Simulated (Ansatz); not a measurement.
Crystal: HgSe, zinc blende type, 2 atoms in the cell.

The calculation used Ansatz 0.2.0 development build, HSE06, plane waves, PAW datasets (generated hard set).

Cutoff 700 eV; exchange singularity: regularized; k-mesh 4×4×4 Γ-centred; Fermi–Dirac smearing of 0.1 eV; no spin polarisation; no spin–orbit coupling.

Question: What equilibrium volume, lattice constant and bulk modulus does this give?

Answer: V₀ = 29.679 Å³/atom (a₀ = 6.192 Å), B₀ = 49.6 GPa, B₀′ = 4.89. The points behind the fit:

| V (Å³/atom) | a (Å) | E − E(min) (meV/atom) | P (GPa) |
| --- | --- | --- | --- |
| 28.347 | 6.0981 | 9.24 | 2.55 |
| 29.271 | 6.1637 | 0.00 | 0.71 |
| 30.195 | 6.2279 | 0.45 | -0.82 |
| 31.120 | 6.2908 | 8.96 | -2.09 |
| 32.044 | 6.3525 | 24.17 | -3.15 |

The stress includes the program's correction for the finite plane-wave basis.

The k-mesh is coarse, so these values belong to this mesh and can lie far from the converged ones. Potentials made with PBE were used with another functional.
